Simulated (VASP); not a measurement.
# AlGaN2 (P-4m2) in VASP: a series of runs

Runs on AlGaN2. Level: HSE06. Tasks: single point.

Everything below comes from runs of VASP 6.6.1. Logs are shortened: lines on timing, memory, paths and dates and some standing lists are left out, and cuts for length are marked.

## (1) The structure

Symmetry: P-4m2, No. 115, tetragonal system. The conventional cell has a = 3.141 Å, b = 3.141 Å, c = 4.424 Å, α = 90.00°, β = 90.00°, γ = 90.00°. Ga (site symmetry -4m2) has 4 N at 1.95 Å as nearest neighbours. Around Al (site symmetry -4m2) lie 4 N at 1.89 Å. Around N (site symmetry 2mm) lie 2 Al at 1.89 Å and 2 Ga at 1.95 Å.

The cell comes from a database or a generator and needn't be the stable form of this composition.

## (2) Single point, HSE06

Input file POSCAR:

```
AlGaN2
1.0
    3.1408770487      0.0000000000      0.0000000000
    0.0000000000      3.1408770487      0.0000000000
    0.0000000000      0.0000000000      4.4238379400
Ga Al N
1 1 2
Direct
    0.0000000000      0.0000000000      0.0000000000
    0.5000000000      0.5000000000      0.5000000000
    0.0000000000      0.5000000000      0.2617351900
    0.5000000000      0.0000000000      0.7382648100
```

Input file INCAR.step1:

```
PREC = Accurate
ENCUT = 340
EDIFF = 1E-5
ISMEAR = 0
SIGMA = 0.01
LREAL = F
LASPH = T
NELM = 100
ALGO = Normal
ISIF = 2
LWAVE = T
LCHARG = F
NKRED = 1
NBANDS = 21
GGA = PE
```

Input file INCAR.step2:

```
PREC = Accurate
ENCUT = 340
EDIFF = 1E-6
ISMEAR = 0
SIGMA = 0.01
LREAL = F
LASPH = T
NELM = 100
ALGO = Normal
ISIF = 2
LWAVE = F
LCHARG = F
GGA = PE
LHFCALC = T
HFSCREEN = 0.2
PRECFOCK = Fast
NKRED = 1
NBANDS = 21
ISTART = 1
```

Input file KPOINTS:

```
Automatic mesh
0
Gamma
  4 4 3
```

Potentials or basis: VASP PAW PBE potentials, release 64 (Ga_d, Al, N).

The run is started by

```sh
$ cat potpaw_PBE.64/Ga_d/POTCAR potpaw_PBE.64/Al/POTCAR potpaw_PBE.64/N/POTCAR > POTCAR
$ cp INCAR.step1 INCAR
$ mpirun -np 1 vasp_std > vasp.out
$ cp INCAR.step2 INCAR
$ mpirun -np 1 vasp_std > vasp.out
```

OUTCAR:

```text
PREC = Accurate
   ENCUT = 340
   EDIFF = 1E-6
   ISMEAR = 0
   LREAL = F
   LASPH = T
   NELM = 100
   ISIF = 2
   GGA = PE
   LHFCALC = T
   HFSCREEN = 0.2
   PRECFOCK = Fast
   NKRED = 1
   ISTART = 1

 Found     12 irreducible k-points:

 Following reciprocal coordinates:
            Coordinates               Weight
  0.000000  0.000000  0.000000      1.000000
  0.250000  0.000000  0.000000      4.000000
  0.500000  0.000000  0.000000      2.000000
  0.250000  0.250000  0.000000      4.000000
  0.500000  0.250000  0.000000      4.000000
  0.500000  0.500000  0.000000      1.000000
   k-points           NKPTS =     12   k-points in BZ     NKDIM =     48   number of bands    NBANDS=     21
   number of dos      NEDOS =    301   number of ions     NIONS =      4
   total plane-waves  NPLWV =  11200
   dimension x,y,z NGX =    20 NGY =   20 NGZ =   28
   dimension x,y,z NGXF=    40 NGYF=   40 NGZF=   56
   ions per type =               1   1   2
   NGX,Y,Z   is equivalent  to a cutoff of  10.59, 10.59, 10.52 a.u.
   NGXF,Y,Z  is equivalent  to a cutoff of  21.17, 21.17, 21.04 a.u.
 SYSTEM =  unknown system
   PREC   = accura    normal or accurate (medium, high low for compatibility)
   ISTART =      1    job   : 0-new  1-cont  2-samecut
   ICHARG =      0    charge: 1-file 2-atom 10-const
   ISPIN  =      1    spin polarized calculation?
   LNONCOLLINEAR =      F non collinear calculations
   LSORBIT =      F    spin-orbit coupling
   LASPH  =      T    aspherical Exc in radial PAW
   ENCUT  =  340.0 eV  24.99 Ry    5.00 a.u.   4.72  4.72  6.65*2*pi/ulx,y,z
   NELM   =    100;   NELMIN=  2; NELMDL=  0     # of ELM steps
   EDIFF  = 0.1E-05   stopping-criterion for ELM
   LREAL  =      F    real-space projection
   EDIFFG = 0.1E-04   stopping-criterion for IOM
   NSW    =      0    number of steps for IOM
   IBRION =     -1    ionic relax: 0-MD 1-quasi-New 2-CG
   NFREE  =      0    steps in history (QN), initial steepest desc. (CG)
   ISIF   =      2    stress and relaxation
   ISYM   =      3    0-nonsym 1-usesym 2-fastsym
   POTIM  = 0.5000    time-step for ionic-motion
   TEBEG  =    0.0;   TEEND  =   0.0 temperature during run
   PSTRESS=    0.0 pullay stress
   NELECT =      26.0000    total number of electrons
   NUPDOWN=      -1.0000    fix difference up-down
   EMIN   =  10.00;   EMAX   =-10.00  energy-range for DOS
   EFERMI =   0.00;   METHOD = LEGACY
   ISMEAR =     0;   SIGMA  =   0.01  broadening in eV -4-tet -1-fermi 0-gaus
   EFERMI_NEDOS =   21; number of points for ismear=-14 and -15
   IALGO  =     38    algorithm
   IMIX   =      1    mixing-type and parameters
     AMIX     =   0.40;   BMIX     =  1.00
     AMIX_MAG =   1.60;   BMIX_MAG =  1.00
  volume/ion in A,a.u.               =      10.91        73.63
  Fermi-wavevector in a.u.,A,eV,Ry     =   1.377523  2.603141 25.818009  1.897570
  Thomas-Fermi vector in A             =   2.502669
   LORBIT       =      0    0 simple, 1 ext, 2 COOP (PROOUT), +10 PAW based schemes
   GGA     = PE    functional components
   LHFCALC =     T    Hartree Fock is set to
   PRECFOCK=fast      Normal, Fast or Accurate (Low or Medium for compatibility)
   ENCUT4O =  -1.0   cutoff for four orbital integrals eV
   NKREDX  =     1    reduce k-point grid by
   NKREDY  =     1    reduce k-point grid by
   NKREDZ  =     1    reduce k-point grid by
   AEXX    =    0.2500 exact exchange contribution
   HFSCREEN=    0.2000 screening length (either q_TF or 0.3 A-1)
   HFSCREENC=   0.2000 screening length for correlation (either q_TF or 0.3 A-1)
   ENCUTFOCK=  -1.0 apply spherical cutoff to Coloumb kernel
   IVDW    =     0    specifies the selected vdW correction
   LEPSILON=     F    determine dielectric tensor
   LRPA    =     F    only Hartree local field effects (RPA)
 non-spin polarized calculation
 Gauss-broadening in eV      SIGMA  =   0.01
  energy-cutoff  :      340.00
  volume of cell :       43.64
 maximum number of plane-waves:       633
 NGX is ok and might be reduce to    20
  NGX = 12; NGY = 12; NGZ = 16

 number of electron      26.0000036 magnetization

 Free energy of the ion-electron system (eV)
  ---------------------------------------------------
  ext. energy  EPLUGINS =         0.00000000
  ---------------------------------------------------
  free energy    TOTEN  =       -32.11773658 eV

  energy without entropy =      -32.11773658  energy(sigma->0) =      -32.11773658

 E-fermi :   4.8117     XC(G=0):  -9.2976

 val. band max:        4.7575895674   @ k =   0.0000   0.0000   0.0000
 cond. band min:       8.9282891872   @ k =   0.0000   0.0000   0.0000
 fundamental gap:      4.1706996198
 Fermi energy:         4.8117051134

 k-point     1 :       0.0000    0.0000    0.0000
  band No.  band energies     occupation
      1     -12.2747      2.00000
      2     -11.1751      2.00000
      3     -10.2958      2.00000
      4     -10.2958      2.00000
      5     -10.2270      2.00000
      6     -10.0941      2.00000
[... 13 lines left out ...]
     20      19.6837      0.00000
     21      21.8356      0.00000

 k-point     2 :       0.2500    0.0000    0.0000
  band No.  band energies     occupation
      1     -11.8075      2.00000
      2     -11.1701      2.00000
      3     -10.2878      2.00000
      4     -10.2536      2.00000
      5     -10.1290      2.00000
      6     -10.1068      2.00000
[... 13 lines left out ...]
     20      18.8127      0.00000
     21      20.1396      0.00000

 k-point     3 :       0.5000    0.0000    0.0000
  band No.  band energies     occupation
      1     -11.3692      2.00000
      2     -11.1594      2.00000
      3     -10.2793      2.00000
      4     -10.1962      2.00000
      5     -10.1638      2.00000
      6      -9.3340      2.00000
[... 13 lines left out ...]
     20      18.5015      0.00000
     21      18.5860      0.00000

 k-point     4 :       0.2500    0.2500    0.0000
  band No.  band energies     occupation
      1     -11.4762      2.00000
      2     -11.1486      2.00000
      3     -10.2898      2.00000
      4     -10.1928      2.00000
      5     -10.1786      2.00000
      6      -9.8556      2.00000
[... 13 lines left out ...]
     20      18.2159      0.00000
     21      19.5814      0.00000

 k-point     5 :       0.5000    0.2500    0.0000
  band No.  band energies     occupation
      1     -11.2446      2.00000
      2     -11.1127      2.00000
      3     -10.2459      2.00000
      4     -10.2266      2.00000
      5     -10.1498      2.00000
      6      -8.9469      2.00000
[... 13 lines left out ...]
     20      19.9701      0.00000
     21      20.2525      0.00000

 k-point     6 :       0.5000    0.5000    0.0000
  band No.  band energies     occupation
      1     -11.1237      2.00000
      2     -11.1237      2.00000
      3     -10.2839      2.00000
      4     -10.1418      2.00000
      5     -10.1224      2.00000
      6      -8.4218      2.00000
[... 13 lines left out ...]
     20      21.5166      0.00000
     21      21.7228      0.00000

 [... further k-points ...]

------------------------ aborting loop because EDIFF is reached ----------------------------------------

  FORCE on cell =-STRESS in cart. coord.  units (eV):
  Direction    XX          YY          ZZ          XY          YZ          ZX
  --------------------------------------------------------------------------------------
  -------------------------------------------------------------------------------------
  Total       -3.0965914     -3.0965914     -3.2052587      0.0000000      0.0000000     -0.0000000
  in kB     -113.6824450   -113.6824450   -117.6718534      0.0000000      0.0000000     -0.0000000
  external PRESSURE =    -115.0122478 kB  Pullay stress =       0.0000000 kB

 VOLUME and BASIS-vectors are now :
 -----------------------------------------------------------------------------
  energy-cutoff  :      340.00
  volume of cell :       43.64
      direct lattice vectors                 reciprocal lattice vectors
     3.140877049  0.000000000  0.000000000     0.318382409  0.000000000  0.000000000
     0.000000000  3.140877049  0.000000000     0.000000000  0.318382409  0.000000000
     0.000000000  0.000000000  4.423837940     0.000000000  0.000000000  0.226048064

 POSITION                                       TOTAL-FORCE (eV/Angst)
 -----------------------------------------------------------------------------------
      0.00000      0.00000      0.00000         0.000000      0.000000      0.000000
      1.57044      1.57044      2.21192         0.000000     -0.000000      0.000000
      0.00000      1.57044      1.15787         0.000000      0.000000     -0.152581
      1.57044      0.00000      3.26596         0.000000      0.000000      0.152581
 -----------------------------------------------------------------------------------
    total drift:                                0.000009     -0.000010      0.000004

  FREE ENERGIE OF THE ION-ELECTRON SYSTEM (eV)
  ---------------------------------------------------
  free  energy   TOTEN  =       -32.1177365775 eV

  energy  without entropy=      -32.1177365775  energy(sigma->0) =      -32.11773658
```

Wall time 2.4 min (1 thread of Intel Xeon Platinum 8488C (Sapphire Rapids), shared host); peak memory 0.24 GiB.

The run converged, but a check on its numbers failed (symmetry, net force, bounds or a known fault of this set-up), so they aren't taken as properties of the crystal.

Caveat: the k mesh is coarse (spacing up to 0.50 Å⁻¹), so the values aren't converged, least of all with exact exchange; the cutoff lies under the usual one of these potentials, so the numbers hold a large basis-set error; the PAW data sets were made with another functional, which shifts forces and pressure a little; an odd mesh through Γ misses points on the zone boundary, where band edges often lie.

## (3) Single point, HSE06

POSCAR is that of step 2.

INCAR.step1: that of step 2 with these lines changed.

```diff
@@ -1,3 +1,3 @@
 PREC = Accurate
-ENCUT = 340
+ENCUT = 400
 EDIFF = 1E-5
```

INCAR.step2: that of step 2 with these lines changed.

```diff
@@ -1,3 +1,3 @@
 PREC = Accurate
-ENCUT = 340
+ENCUT = 400
 EDIFF = 1E-6
@@ -15,3 +15,3 @@
 HFSCREEN = 0.2
-PRECFOCK = Fast
+PRECFOCK = Low
 NKRED = 1
```

Input file KPOINTS:

```
Automatic mesh
0
Gamma
  5 5 3
```

Potentials or basis: VASP PAW PBE potentials, release 64 (Ga_d, Al, N).

The run is started by

```sh
$ cat potpaw_PBE.64/Ga_d/POTCAR potpaw_PBE.64/Al/POTCAR potpaw_PBE.64/N/POTCAR > POTCAR
$ cp INCAR.step1 INCAR
$ mpirun -np 1 vasp_std > vasp.out
$ cp INCAR.step2 INCAR
$ mpirun -np 1 vasp_std > vasp.out
```

Run time: 3.2 min. Hardware: 1 thread of Intel Xeon Platinum 8488C (Sapphire Rapids), shared host; peak memory 0.24 GiB.

The run converged, but some of its settings lie outside the range that counts as converged, so its numbers aren't taken as properties of the crystal.

What came out:

```
Free energy            : -32.1698 eV
Largest force          : 0.109 eV/Å
Band gap on the k mesh : 4.17 eV, direct
```

Caveat: the k mesh is coarse (spacing up to 0.47 Å⁻¹), so the values aren't converged, least of all with exact exchange; the cutoff is under 1.25 times the usual one of these potentials, so pressure, stress and relaxed cells hold a basis-set (Pulay) error; the PAW data sets were made with another functional, which shifts forces and pressure a little.

## (4) Single point, HSE06

POSCAR is that of step 3.

INCAR.step1: that of step 3 with these lines changed.

```diff
@@ -1,3 +1,3 @@
 PREC = Accurate
-ENCUT = 400
+ENCUT = 460
 EDIFF = 1E-5
```

INCAR.step2: that of step 3 with these lines changed.

```diff
@@ -1,3 +1,3 @@
 PREC = Accurate
-ENCUT = 400
+ENCUT = 460
 EDIFF = 1E-6
@@ -15,3 +15,3 @@
 HFSCREEN = 0.2
-PRECFOCK = Low
+PRECFOCK = Fast
 NKRED = 1
```

KPOINTS is that of step 3.

The run is started by

```sh
$ cat potpaw_PBE.64/Ga_d/POTCAR potpaw_PBE.64/Al/POTCAR potpaw_PBE.64/N/POTCAR > POTCAR
$ cp INCAR.step1 INCAR
$ mpirun -np 1 vasp_std > vasp.out
$ cp INCAR.step2 INCAR
$ mpirun -np 1 vasp_std > vasp.out
```

It took 4.4 min on 1 thread of Intel Xeon Platinum 8488C (Sapphire Rapids), shared host; peak memory 0.25 GiB.

The run converged, but some of its settings lie outside the range that counts as converged, so its numbers aren't taken as properties of the crystal.

What came out:

* Free energy: -32.1958 eV
* Pressure: -1.5 GPa
* Largest force: 0.122 eV/Å
* Band gap on the k mesh: 4.18 eV, direct

Caveat: the k mesh is coarse (spacing up to 0.47 Å⁻¹), so the values aren't converged, least of all with exact exchange; the cutoff is under 1.25 times the usual one of these potentials, so pressure, stress and relaxed cells hold a basis-set (Pulay) error; the PAW data sets were made with another functional, which shifts forces and pressure a little.

## (5) Single point, HSE06

POSCAR is that of step 4.

Input file INCAR.step1:

```
PREC = Accurate
ENCUT = 400
EDIFF = 1E-5
ISMEAR = 0
SIGMA = 0.01
LREAL = F
LASPH = T
NELM = 100
ALGO = Normal
ISIF = 2
LWAVE = T
LCHARG = F
NKRED = 2
NBANDS = 21
GGA = PE
```

INCAR.step2: that of step 4 with these lines changed.

```diff
@@ -1,3 +1,3 @@
 PREC = Accurate
-ENCUT = 460
+ENCUT = 400
 EDIFF = 1E-6
@@ -16,3 +16,3 @@
 PRECFOCK = Fast
-NKRED = 1
+NKRED = 2
 NBANDS = 21
```

Input file KPOINTS:

```
Automatic mesh
0
Gamma
  6 6 4
```

The run is started by

```sh
$ cat potpaw_PBE.64/Ga_d/POTCAR potpaw_PBE.64/Al/POTCAR potpaw_PBE.64/N/POTCAR > POTCAR
$ cp INCAR.step1 INCAR
$ mpirun -np 1 vasp_std > vasp.out
$ cp INCAR.step2 INCAR
$ mpirun -np 1 vasp_std > vasp.out
```

It took 2.6 min on 1 thread of Intel Xeon Platinum 8488C (Sapphire Rapids), shared host; peak memory 0.26 GiB.

The run converged, but some of its settings lie outside the range that counts as converged, so its numbers aren't taken as properties of the crystal.

What came out:

| Quantity | Value |
| --- | --- |
| Free energy | -32.2255 eV |
| Largest force | 0.126 eV/Å |
| Band gap on the k mesh | 4.27 eV, direct |

Caveat: the cutoff is under 1.25 times the usual one of these potentials, so pressure, stress and relaxed cells hold a basis-set (Pulay) error; the PAW data sets were made with another functional, which shifts forces and pressure a little.
